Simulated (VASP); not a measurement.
# ZnSn2N2 (P-4m2) in VASP: equation of state

How stiff is ZnSn2N2 in PBE, and what volume does it want? The cell is scaled to several volumes.

Program: VASP 6.6.1. These are calculated values, not measurements. Logs are shortened: lines on timing, memory, paths and dates and some standing lists are left out, and cuts for length are marked.

### Step 1. The structure

The structure is tetragonal, space group P-4m2 (No. 115). The conventional cell has a = 3.352 Å, b = 3.352 Å, c = 8.064 Å, α = 90.00°, β = 90.00°, γ = 90.00°. Sn (site symmetry 2mm) has 2 N at 2.12 Å as nearest neighbours. Around Zn (site symmetry -4m2) lie 4 N at 2.05 Å. N (site symmetry 2mm) has 2 Zn at 2.05 Å and 2 Sn at 2.12 Å as nearest neighbours.

The cell comes from a database or a generator and needn't be the stable form of this composition.

### Step 2. Equation of state, PBE, 17.04 Å³/atom (volume scaled by 0.94)

Input file INCAR:

```
PREC = Accurate
ENCUT = 520
EDIFF = 1E-7
ISMEAR = -1
SIGMA = 0.05
LREAL = False
LASPH = True
NELM = 60
ALGO = Normal
ISIF = 2
LWAVE = False
LCHARG = False
GGA = PE
NBANDS = 33
```

Input file KPOINTS:

```
regular mesh
0
Gamma
  8 8 4
```

Input file POSCAR:

```
ZnSn2N2
1.0
    3.2838919815      0.0000000000      0.0000000000
    0.0000000000      3.2838919815      0.0000000000
    0.0000000000      0.0000000000      7.8995871142
Sn Zn N
2 1 2
Direct
    0.5000000000      0.5000000000      0.3058270000
    0.5000000000      0.5000000000      0.6941730000
    0.0000000000      0.0000000000      0.0000000000
    0.0000000000      0.5000000000      0.8541900000
    0.5000000000      0.0000000000      0.1458100000
```

Potentials or basis: VASP PAW PBE potentials, release 64 (Sn_d, Zn, N).

On the command line:

```console
$ cat potpaw_PBE.64/Sn_d/POTCAR potpaw_PBE.64/Zn/POTCAR potpaw_PBE.64/N/POTCAR > POTCAR
$ mpirun -np 1 vasp_std > vasp.out
```

OUTCAR:

```text
PREC = Accurate
   ENCUT = 520
   EDIFF = 1E-7
   ISMEAR = -1
   LREAL = False
   LASPH = True
   NELM = 60
   ISIF = 2
   GGA = PE

 Found     45 irreducible k-points:

 Following reciprocal coordinates:
            Coordinates               Weight
  0.000000  0.000000  0.000000      1.000000
  0.125000  0.000000  0.000000      4.000000
  0.250000  0.000000  0.000000      4.000000
  0.375000  0.000000  0.000000      4.000000
  0.500000  0.000000  0.000000      2.000000
  0.125000  0.125000  0.000000      4.000000
   k-points           NKPTS =     45   k-points in BZ     NKDIM =     45   number of bands    NBANDS=     33
   number of dos      NEDOS =    301   number of ions     NIONS =      5
   total plane-waves  NPLWV =  34560
   dimension x,y,z NGX =    24 NGY =   24 NGZ =   60
   dimension x,y,z NGXF=    48 NGYF=   48 NGZF=  120
   ions per type =               2   1   2
   NGX,Y,Z   is equivalent  to a cutoff of  12.15, 12.15, 12.63 a.u.
   NGXF,Y,Z  is equivalent  to a cutoff of  24.30, 24.30, 25.25 a.u.
 SYSTEM =  unknown system
   PREC   = accura    normal or accurate (medium, high low for compatibility)
   ISTART =      0    job   : 0-new  1-cont  2-samecut
   ICHARG =      2    charge: 1-file 2-atom 10-const
   ISPIN  =      1    spin polarized calculation?
   LNONCOLLINEAR =      F non collinear calculations
   LSORBIT =      F    spin-orbit coupling
   LASPH  =      T    aspherical Exc in radial PAW
   ENCUT  =  520.0 eV  38.22 Ry    6.18 a.u.   6.11  6.11 14.69*2*pi/ulx,y,z
   NELM   =     60;   NELMIN=  2; NELMDL= -5     # of ELM steps
   EDIFF  = 0.1E-06   stopping-criterion for ELM
   LREAL  =      F    real-space projection
   EDIFFG = 0.1E-05   stopping-criterion for IOM
   NSW    =      0    number of steps for IOM
   IBRION =     -1    ionic relax: 0-MD 1-quasi-New 2-CG
   NFREE  =      0    steps in history (QN), initial steepest desc. (CG)
   ISIF   =      2    stress and relaxation
   ISYM   =      2    0-nonsym 1-usesym 2-fastsym
   POTIM  = 0.5000    time-step for ionic-motion
   TEBEG  =    0.0;   TEEND  =   0.0 temperature during run
   PSTRESS=    0.0 pullay stress
   NELECT =      50.0000    total number of electrons
   NUPDOWN=      -1.0000    fix difference up-down
   EMIN   =  10.00;   EMAX   =-10.00  energy-range for DOS
   EFERMI =   0.00;   METHOD = LEGACY
   ISMEAR =    -1;   SIGMA  =   0.05  broadening in eV -4-tet -1-fermi 0-gaus
   EFERMI_NEDOS =   21; number of points for ismear=-14 and -15
   IALGO  =     38    algorithm
   IMIX   =      4    mixing-type and parameters
     AMIX     =   0.40;   BMIX     =  1.00
     AMIX_MAG =   1.60;   BMIX_MAG =  1.00
  volume/ion in A,a.u.               =      17.04       114.98
  Fermi-wavevector in a.u.,A,eV,Ry     =   1.370684  2.590218 25.562294  1.878776
  Thomas-Fermi vector in A             =   2.496449
   LORBIT       =      0    0 simple, 1 ext, 2 COOP (PROOUT), +10 PAW based schemes
   GGA     = PE    functional components
   LHFCALC =     F    Hartree Fock is set to
   AEXX    =    0.0000 exact exchange contribution
   IVDW    =     0    specifies the selected vdW correction
   LEPSILON=     F    determine dielectric tensor
   LRPA    =     F    only Hartree local field effects (RPA)
 non-spin polarized calculation
  energy-cutoff  :      520.00
  volume of cell :       85.19
 maximum number of plane-waves:      2328
   NGX = 13   NGY = 13   NGZ = 29

 number of electron      49.9999989 magnetization

 Free energy of the ion-electron system (eV)
  ---------------------------------------------------
  ext. energy  EPLUGINS =         0.00000000
  ---------------------------------------------------
  free energy    TOTEN  =       -24.08253595 eV

  energy without entropy =      -24.06853668  energy(sigma->0) =      -24.07553632

 E-fermi :   6.0355     XC(G=0): -10.5260

 val. band max:        6.0279200114   @ k =   0.2500   0.2500   0.2500
 cond. band min:       6.0535589312   @ k =   0.3750   0.3750   0.2500
 fundamental gap:      0.0256389198
 Fermi energy:         6.0354676184

 k-point     1 :       0.0000    0.0000    0.0000
  band No.  band energies     occupation
      1     -15.4589      2.00000
      2     -15.4544      2.00000
      3     -15.2934      2.00000
      4     -15.2197      2.00000
      5     -15.2197      2.00000
      6     -15.1402      2.00000
      7     -15.1402      2.00000
      8     -15.1356      2.00000
      9     -15.1023      2.00000
     10     -15.0976      2.00000
     11      -9.6303      2.00000
     12      -8.9067      2.00000
     13      -2.5811      2.00000
     14      -1.3251      2.00000
     15      -0.3417      2.00000
     16      -0.3417      2.00000
     17       0.0307      2.00000
     18       0.3676      2.00000
     19       1.5647      2.00000
     20       2.6091      2.00000
     21       3.2379      2.00000
     22       3.2380      2.00000
     23       4.9440      2.00000
     24       4.9440      2.00000
     25       6.4809      0.00027
     26       6.9770      0.00000
     27       9.4311      0.00000
     28      11.9502      0.00000
     29      11.9502      0.00000
     30      12.6489      0.00000
     31      14.0790      0.00000
     32      14.0826      0.00000
     33      14.1165      0.00000

 k-point     2 :       0.1250    0.0000    0.0000
  band No.  band energies     occupation
      1     -15.4396      2.00000
      2     -15.4356      2.00000
      3     -15.2877      2.00000
      4     -15.2386      2.00000
      5     -15.2187      2.00000
      6     -15.1511      2.00000
      7     -15.1391      2.00000
      8     -15.1243      2.00000
      9     -15.1110      2.00000
     10     -15.1058      2.00000
     11      -9.5011      2.00000
     12      -8.8112      2.00000
     13      -2.4275      2.00000
     14      -1.2842      2.00000
     15      -0.3604      2.00000
     16      -0.3279      2.00000
     17       0.0519      2.00000
     18       0.3275      2.00000
     19       1.3798      2.00000
     20       2.4645      2.00000
     21       2.9111      2.00000
     22       3.3518      2.00000
     23       4.4217      2.00000
     24       4.9748      2.00000
     25       6.3102      0.00818
     26       7.6406      0.00000
     27       9.8350      0.00000
     28      10.3258      0.00000
     29      12.0176      0.00000
     30      12.0824      0.00000
     31      13.3149      0.00000
     32      14.1770      0.00000
     33      14.6562      0.00000

 k-point     3 :       0.2500    0.0000    0.0000
  band No.  band energies     occupation
      1     -15.4102      2.00000
      2     -15.3989      2.00000
      3     -15.3051      2.00000
      4     -15.2330      2.00000
      5     -15.2164      2.00000
      6     -15.1750      2.00000
      7     -15.1378      2.00000
      8     -15.1311      2.00000
      9     -15.1250      2.00000
     10     -15.0912      2.00000
     11      -9.1660      2.00000
     12      -8.5558      2.00000
     13      -2.0837      2.00000
     14      -1.1638      2.00000
     15      -0.3632      2.00000
     16      -0.2943      2.00000
     17      -0.0266      2.00000
     18       0.2375      2.00000
     19       0.7319      2.00000
     20       1.7997      2.00000
     21       2.8755      2.00000
     22       3.6340      2.00000
     23       3.9905      2.00000
     24       5.0431      2.00000
     25       5.6483      1.99913
     26       8.1622      0.00000
     27       8.9408      0.00000
     28      10.0601      0.00000
     29      10.8778      0.00000
     30      12.3949      0.00000
     31      13.5267      0.00000
     32      14.4818      0.00000
     33      15.1035      0.00000

 k-point     4 :       0.3750    0.0000    0.0000
  band No.  band energies     occupation
      1     -15.4276      2.00000
      2     -15.3673      2.00000
      3     -15.3167      2.00000
      4     -15.2140      2.00000
      5     -15.2018      2.00000
      6     -15.1878      2.00000
      7     -15.1550      2.00000
      8     -15.1444      2.00000
      9     -15.1321      2.00000
     10     -15.0454      2.00000
     11      -8.7968      2.00000
     12      -8.2421      2.00000
     13      -2.0992      2.00000
     14      -0.8109      2.00000
     15      -0.4283      2.00000
     16      -0.2601      2.00000
     17      -0.1445      2.00000
     18       0.1546      2.00000
     19       0.4924      2.00000
     20       0.9199      2.00000
     21       2.8771      2.00000
     22       3.9358      2.00000
     23       3.9550      2.00000
     24       5.0962      2.00000
     25       5.1076      2.00000
     26       6.8820      0.00000
     27       8.5937      0.00000
     28      10.0535      0.00000
     29      11.9296      0.00000
     30      12.6688      0.00000
     31      12.9544      0.00000
     32      14.8215      0.00000
     33      14.9485      0.00000

 k-point     5 :       0.5000    0.0000    0.0000
  band No.  band energies     occupation
      1     -15.4452      2.00000
      2     -15.3573      2.00000
      3     -15.3133      2.00000
      4     -15.2130      2.00000
      5     -15.2093      2.00000
      6     -15.1708      2.00000
      7     -15.1639      2.00000
      8     -15.1521      2.00000
      9     -15.1311      2.00000
     10     -15.0223      2.00000
     11      -8.6359      2.00000
     12      -8.0813      2.00000
     13      -2.3203      2.00000
     14      -0.5295      2.00000
     15      -0.3412      2.00000
     16      -0.2455      2.00000
     17      -0.2138      2.00000
     18       0.1217      2.00000
     19       0.4599      2.00000
     20       0.6704      2.00000
     21       2.4346      2.00000
     22       4.0582      2.00000
     23       4.0709      2.00000
     24       5.1103      2.00000
     25       5.7057      1.99727
     26       5.7261      1.99590
     27       8.0985      0.00000
     28      10.8375      0.00000
     29      12.2136      0.00000
     30      12.7319      0.00000
     31      12.7596      0.00000
     32      14.1336      0.00000
     33      14.6886      0.00000

 k-point     6 :       0.1250    0.1250    0.0000
  band No.  band energies     occupation
      1     -15.4192      2.00000
      2     -15.4176      2.00000
      3     -15.2824      2.00000
      4     -15.2395      2.00000
      5     -15.2327      2.00000
      6     -15.1504      2.00000
      7     -15.1487      2.00000
      8     -15.1199      2.00000
      9     -15.1162      2.00000
     10     -15.1138      2.00000
     11      -9.3726      2.00000
     12      -8.7200      2.00000
     13      -2.2749      2.00000
     14      -1.2356      2.00000
     15      -0.3732      2.00000
     16      -0.3118      2.00000
     17       0.0686      2.00000
     18       0.2825      2.00000
     19       1.2951      2.00000
     20       2.3673      2.00000
     21       2.6962      2.00000
     22       3.2611      2.00000
     23       4.3739      2.00000
     24       4.5622      2.00000
     25       6.2087      0.06062
     26       8.1724      0.00000
     27      10.1057      0.00000
     28      10.2209      0.00000
     29      10.9103      0.00000
     30      11.8935      0.00000
     31      12.7016      0.00000
     32      13.7002      0.00000
     33      15.5678      0.00000

 [... further k-points ...]
[... 5 lines left out ...]
  --------------------------------------------------------------------------------------
  -------------------------------------------------------------------------------------
  Total        3.2817403      3.2817403      3.0644673      0.0000000      0.0000000      0.0000000
  in kB       61.7209597     61.7209597     57.6346219      0.0000000      0.0000000      0.0000000
  external PRESSURE =      60.3588471 kB  Pullay stress =       0.0000000 kB

 VOLUME and BASIS-vectors are now :
 -----------------------------------------------------------------------------
  energy-cutoff  :      520.00
  volume of cell :       85.19
      direct lattice vectors                 reciprocal lattice vectors
     3.283891982  0.000000000  0.000000000     0.304516715  0.000000000  0.000000000
     0.000000000  3.283891982  0.000000000     0.000000000  0.304516715  0.000000000
     0.000000000  0.000000000  7.899587114     0.000000000  0.000000000  0.126588895

 POSITION                                       TOTAL-FORCE (eV/Angst)
 -----------------------------------------------------------------------------------
      1.64195      1.64195      2.41591        -0.000000     -0.000000      0.749892
      1.64195      1.64195      5.48368         0.000000      0.000000     -0.749892
      0.00000      0.00000      0.00000        -0.000000     -0.000000     -0.000000
      0.00000      1.64195      6.74775        -0.000000     -0.000000      0.203643
      1.64195      0.00000      1.15184        -0.000000     -0.000000     -0.203643
 -----------------------------------------------------------------------------------
    total drift:                                0.000000     -0.000000      0.000000

  FREE ENERGIE OF THE ION-ELECTRON SYSTEM (eV)
  ---------------------------------------------------
  free  energy   TOTEN  =       -24.0825359512 eV

  energy  without entropy=      -24.0685366836  energy(sigma->0) =      -24.07553632
```

It took 2.2 min on 1 thread of Intel Xeon Platinum 8259CL at 2.50GHz (Skylake/Cascade Lake), shared host; peak memory 0.25 GiB.

What came out:

```yaml
Free_energy: -24.0825 eV
Pressure: 6.0 GPa
Largest_force: 0.750 eV/Å
Band_gap_on_the_k_mesh: none (metal or under the smearing width)
```

(Continued in part 2 of 2.)
